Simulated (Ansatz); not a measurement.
Method: DFT PBE, scalar-relativistic, plane waves, PAW in Ansatz 0.2.0.

Levels along Γ–X–M–Γ–Z–R–A–Z | X–R | M–A, in eV from the Fermi level, sorted by energy at each point. Points in fractions of the primitive reciprocal vectors: Γ (0.000 0.000 0.000), X (0.000 0.500 0.000), M (0.500 0.500 0.000), Z (0.000 0.000 0.500), R (0.000 0.500 0.500), A (0.500 0.500 0.500).
| point | k (1/Å, with 2π) | band 7 | band 8 | band 9 | band 10 | band 11 | band 12 | band 13 |
| --- | --- | --- | --- | --- | --- | --- | --- | --- |
| Γ | 0.000 | -3.17 | -1.50 | -1.50 | -1.50 | 5.41 | 5.41 | 5.46 |
| - | 0.155 | -3.15 | -1.54 | -1.54 | -1.50 | 4.45 | 5.54 | 5.59 |
| - | 0.310 | -3.09 | -1.65 | -1.65 | -1.48 | 2.87 | 5.89 | 5.95 |
| - | 0.465 | -3.00 | -1.80 | -1.80 | -1.47 | 1.41 | 6.46 | 6.51 |
| - | 0.620 | -2.89 | -1.96 | -1.95 | -1.45 | 0.31 | 7.20 | 7.25 |
| - | 0.775 | -2.79 | -2.09 | -2.08 | -1.43 | -0.31 | 8.08 | 8.13 |
| - | 0.930 | -2.73 | -2.17 | -2.17 | -1.42 | -0.56 | 8.19 | 9.08 |
| X | 1.085 | -2.70 | -2.20 | -2.19 | -1.41 | -0.63 | 8.20 | 9.88 |
| - | 1.240 | -2.68 | -2.23 | -2.19 | -1.45 | -0.63 | 7.68 | 9.03 |
| - | 1.396 | -2.63 | -2.29 | -2.16 | -1.54 | -0.63 | 6.55 | 7.36 |
| - | 1.551 | -2.56 | -2.40 | -2.13 | -1.67 | -0.65 | 5.30 | 5.61 |
| - | 1.706 | -2.53 | -2.49 | -2.09 | -1.80 | -0.69 | 4.00 | 4.16 |
| - | 1.861 | -2.68 | -2.49 | -2.06 | -1.92 | -0.77 | 2.65 | 3.24 |
| - | 2.016 | -2.82 | -2.62 | -2.03 | -2.00 | -0.90 | 1.75 | 2.64 |
| M | 2.171 | -2.88 | -2.88 | -2.02 | -2.02 | -0.98 | 1.43 | 2.42 |
| - | 2.390 | -2.92 | -2.48 | -2.01 | -2.00 | -0.80 | 1.81 | 3.02 |
| - | 2.610 | -3.00 | -2.32 | -1.97 | -1.93 | -0.28 | 2.07 | 5.05 |
| - | 2.829 | -3.08 | -2.28 | -1.90 | -1.82 | 0.51 | 2.34 | 7.65 |
| - | 3.048 | -3.13 | -2.14 | -1.79 | -1.70 | 1.58 | 2.84 | 7.50 |
| - | 3.267 | -3.10 | -1.83 | -1.66 | -1.60 | 2.89 | 3.67 | 6.41 |
| - | 3.487 | -3.14 | -1.59 | -1.55 | -1.53 | 4.39 | 4.75 | 5.71 |
| Γ | 3.706 | -3.17 | -1.50 | -1.50 | -1.50 | 5.41 | 5.41 | 5.46 |
| - | 3.861 | -3.15 | -1.54 | -1.54 | -1.50 | 4.49 | 5.54 | 5.54 |
| - | 4.016 | -3.09 | -1.65 | -1.65 | -1.49 | 2.90 | 5.90 | 5.90 |
| - | 4.172 | -3.00 | -1.80 | -1.80 | -1.47 | 1.43 | 6.46 | 6.46 |
| - | 4.327 | -2.89 | -1.96 | -1.96 | -1.45 | 0.33 | 7.20 | 7.20 |
| - | 4.482 | -2.79 | -2.09 | -2.09 | -1.43 | -0.30 | 8.09 | 8.09 |
| - | 4.638 | -2.72 | -2.17 | -2.17 | -1.42 | -0.55 | 8.19 | 9.09 |
| Z | 4.793 | -2.70 | -2.20 | -2.20 | -1.42 | -0.62 | 8.21 | 9.89 |
| - | 4.948 | -2.68 | -2.23 | -2.19 | -1.45 | -0.62 | 7.69 | 9.04 |
| - | 5.103 | -2.63 | -2.29 | -2.17 | -1.54 | -0.62 | 6.56 | 7.37 |
| - | 5.258 | -2.55 | -2.40 | -2.14 | -1.67 | -0.64 | 5.31 | 5.62 |
| - | 5.413 | -2.53 | -2.49 | -2.10 | -1.81 | -0.68 | 4.01 | 4.17 |
| - | 5.568 | -2.68 | -2.48 | -2.06 | -1.92 | -0.77 | 2.67 | 3.25 |
| - | 5.723 | -2.81 | -2.62 | -2.04 | -2.00 | -0.90 | 1.76 | 2.65 |
| R | 5.878 | -2.87 | -2.86 | -2.03 | -2.03 | -0.98 | 1.44 | 2.44 |
| - | 6.033 | -3.03 | -3.03 | -1.79 | -1.79 | -0.98 | 1.46 | 2.45 |
| - | 6.189 | -3.31 | -2.97 | -1.30 | -1.30 | -0.97 | 1.49 | 2.51 |
| - | 6.343 | -3.56 | -2.56 | -0.97 | -0.69 | -0.68 | 1.55 | 2.60 |
| - | 6.499 | -3.77 | -2.04 | -0.96 | 0.02 | 0.03 | 1.64 | 2.76 |
| - | 6.654 | -3.92 | -1.52 | -0.95 | 0.80 | 0.80 | 1.77 | 2.99 |
| - | 6.809 | -4.01 | -1.11 | -0.95 | 1.56 | 1.57 | 1.91 | 3.32 |
| A | 6.964 | -4.04 | -0.95 | -0.95 | 1.98 | 1.98 | 1.98 | 3.58 |
| - | 7.183 | -3.96 | -1.16 | -1.05 | 0.95 | 1.21 | 2.37 | 3.56 |
| - | 7.402 | -3.72 | -1.59 | -1.53 | -0.15 | 0.04 | 3.33 | 4.20 |
| - | 7.622 | -3.37 | -2.04 | -2.00 | -0.88 | -0.48 | 4.60 | 5.00 |
| - | 7.841 | -2.95 | -2.32 | -1.96 | -1.51 | -0.58 | 5.55 | 6.08 |
| - | 8.060 | -2.57 | -2.53 | -1.91 | -1.69 | -0.61 | 6.36 | 7.66 |
| - | 8.280 | -2.66 | -2.30 | -2.13 | -1.48 | -0.62 | 7.43 | 9.15 |
| Z | 8.499 | -2.70 | -2.20 | -2.20 | -1.42 | -0.62 | 8.21 | 9.89 |
| X | 8.499 | -2.70 | -2.20 | -2.19 | -1.41 | -0.63 | 8.20 | 9.88 |
| - | 8.654 | -2.68 | -2.22 | -2.19 | -1.45 | -0.63 | 7.69 | 9.07 |
| - | 8.809 | -2.63 | -2.29 | -2.17 | -1.54 | -0.63 | 6.57 | 7.40 |
| - | 8.965 | -2.56 | -2.39 | -2.14 | -1.67 | -0.65 | 5.32 | 5.64 |
| - | 9.120 | -2.53 | -2.49 | -2.10 | -1.81 | -0.69 | 4.02 | 4.17 |
| - | 9.275 | -2.68 | -2.48 | -2.06 | -1.93 | -0.77 | 2.68 | 3.25 |
| - | 9.431 | -2.81 | -2.61 | -2.04 | -2.00 | -0.90 | 1.76 | 2.65 |
| R | 9.586 | -2.87 | -2.86 | -2.03 | -2.03 | -0.98 | 1.44 | 2.44 |
| M | 9.586 | -2.88 | -2.88 | -2.02 | -2.02 | -0.98 | 1.43 | 2.42 |
| - | 9.741 | -3.04 | -3.04 | -1.79 | -1.79 | -0.98 | 1.44 | 2.44 |
| - | 9.896 | -3.31 | -2.97 | -1.30 | -1.30 | -0.97 | 1.48 | 2.50 |
| - | 10.052 | -3.57 | -2.56 | -0.97 | -0.69 | -0.69 | 1.54 | 2.59 |
| - | 10.207 | -3.77 | -2.04 | -0.96 | 0.02 | 0.02 | 1.64 | 2.75 |
| - | 10.362 | -3.92 | -1.51 | -0.96 | 0.80 | 0.80 | 1.76 | 2.98 |
| - | 10.518 | -4.01 | -1.10 | -0.95 | 1.56 | 1.56 | 1.91 | 3.31 |
| A | 10.673 | -4.04 | -0.95 | -0.95 | 1.98 | 1.98 | 1.98 | 3.58 |

The cell has space group Pm-3m, 2 atoms and 21 electrons in the valence of the PAW potentials, and holds 2 elements, among them Ni; it is relaxed at this level.

Cutoff 420 eV, k mesh 20×20×18. No spin polarisation.

Question: Which material gives these bands?

Answer: AlNi, conventional cell a = 2.893 Å (cubic). Other compounds weren't ruled out.

Spin polarisation was left out, and a magnetic state may lie lower.

It was relaxed from a Materials Project cell.
